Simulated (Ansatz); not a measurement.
# Ru: one atom moved over a plane

Aim: for Ru, map the energy of atom 1 (Ru) over a plane.

Method: DFT r2SCAN, scalar-relativistic, plane waves, PAW, in Ansatz 0.2.0.

## (1) Starting point

Symmetry: P6_3/mmc, No. 194, hexagonal system. Conventional cell: a = 2.706 Å, b = 2.706 Å, c = 4.282 Å, α = 90.00°, β = 90.00°, γ = 120.00°. Ru (site symmetry -6m2) is surrounded by 12 Ru at 2.65 to 2.71 Å.

Coordinates:

```cif
data_structure
_symmetry_space_group_name_H-M 'P6_3/mmc'
_symmetry_Int_Tables_number 194
_cell_length_a 2.7058
_cell_length_b 2.7058
_cell_length_c 4.2819
_cell_angle_alpha 90.000
_cell_angle_beta 90.000
_cell_angle_gamma 120.000
_cell_volume 27.15
loop_
_atom_site_label
_atom_site_type_symbol
_atom_site_symmetry_multiplicity
_atom_site_Wyckoff_symbol
_atom_site_fract_x
_atom_site_fract_y
_atom_site_fract_z
_atom_site_occupancy
Ru1 Ru 2 c 0.33333 0.66667 0.25000 1
```

The cell is taken as given, not relaxed at this level.

## (2) The reference cell

Reference values: F = -11781.4176 eV; pressure -2.04 GPa; largest force 0.000 eV/Å; gap on the mesh none (metal). It was computed beforehand with the settings of the runs below.

## (3) The scan: one atom moved over a plane

Atom 1 (Ru) is moved by p along (0.000, 1.000, 0.000) and q along (0.000, 0.000, 1.000) (Å), all else fixed; its images in the other cells move with it. Points alike by symmetry are run once.

## (4) p = -0.200, q = -0.200

The input, input.yaml:

```yaml
crystal:
  lattice:
    - [2.7057993342, 0.0, 0.0]
    - [-1.3528996671, 2.343290961, 0.0]
    - [0.0, 0.0, 4.2819]
  atoms:
    - { symbol: Ru, position: [0.2906583085, 0.581316617, 0.203291763] }
    - { symbol: Ru, position: [0.6666666667, 0.3333333333, 0.75] }
basis:
  ecutwfc: 500
kpoints:
  mp_grid: { grid: [24, 24, 12] }
hamiltonian:
  xc: r2scan
scf:
  occupations: { method: gaussian, width: 0.15 }
output:
  forces: true
  stress: true
  eigenvalues: true
```

Command:

```
> ansatz run input.yaml --threads 1 --pin off --max-ram 2560MiB --backend cpu --events-out ev --progress --plain --runs-dir out
```

## (5) At p = -0.200, q = 0.000

input.yaml, as its differences from that of step 4:

```diff
@@ -6,3 +6,3 @@
   atoms:
-    - { symbol: Ru, position: [0.2906583085, 0.581316617, 0.203291763] }
+    - { symbol: Ru, position: [0.2906583085, 0.581316617, 0.25] }
     - { symbol: Ru, position: [0.6666666667, 0.3333333333, 0.75] }
```

## (6) Point p = 0.000, q = -0.200

input.yaml, as its differences from that of step 5:

```diff
@@ -6,3 +6,3 @@
   atoms:
-    - { symbol: Ru, position: [0.2906583085, 0.581316617, 0.25] }
+    - { symbol: Ru, position: [0.3333333333, 0.6666666667, 0.203291763] }
     - { symbol: Ru, position: [0.6666666667, 0.3333333333, 0.75] }
```

## (7) At p = 0.200, q = -0.200

input.yaml, as its differences from that of step 6:

```diff
@@ -6,3 +6,3 @@
   atoms:
-    - { symbol: Ru, position: [0.3333333333, 0.6666666667, 0.203291763] }
+    - { symbol: Ru, position: [0.3760083582, 0.7520167164, 0.203291763] }
     - { symbol: Ru, position: [0.6666666667, 0.3333333333, 0.75] }
```

## (8) Point p = 0.200, q = 0.000

input.yaml, as its differences from that of step 7:

```diff
@@ -6,3 +6,3 @@
   atoms:
-    - { symbol: Ru, position: [0.3760083582, 0.7520167164, 0.203291763] }
+    - { symbol: Ru, position: [0.3760083582, 0.7520167164, 0.25] }
     - { symbol: Ru, position: [0.6666666667, 0.3333333333, 0.75] }
```

## (9) Point p = -0.200, q = -0.100

input.yaml, as its differences from that of step 8:

```diff
@@ -6,3 +6,3 @@
   atoms:
-    - { symbol: Ru, position: [0.3760083582, 0.7520167164, 0.25] }
+    - { symbol: Ru, position: [0.2906583085, 0.581316617, 0.2266458815] }
     - { symbol: Ru, position: [0.6666666667, 0.3333333333, 0.75] }
```

## (10) Point p = -0.100, q = -0.200

input.yaml, as its differences from that of step 9:

```diff
@@ -6,3 +6,3 @@
   atoms:
-    - { symbol: Ru, position: [0.2906583085, 0.581316617, 0.2266458815] }
+    - { symbol: Ru, position: [0.3119958209, 0.6239916418, 0.203291763] }
     - { symbol: Ru, position: [0.6666666667, 0.3333333333, 0.75] }
@@ -20 +20,5 @@
   eigenvalues: true
+  write_density: true
+  write_potential: true
+  elf: true
+  volumetric_format: npy
```

(Steps that only read results are left out.)

What does the calculation give? Wanted: highest point; lowest point away from the origin.

As calculated:

| quantity | value |
| --- | --- |
| highest point | 0.397 eV/cell at (p, q) = (-0.200, -0.200) |
| lowest point away from the origin | 0.135 eV/cell at (0.200, 0.000) |

What this shows: No computed point lies below the origin.
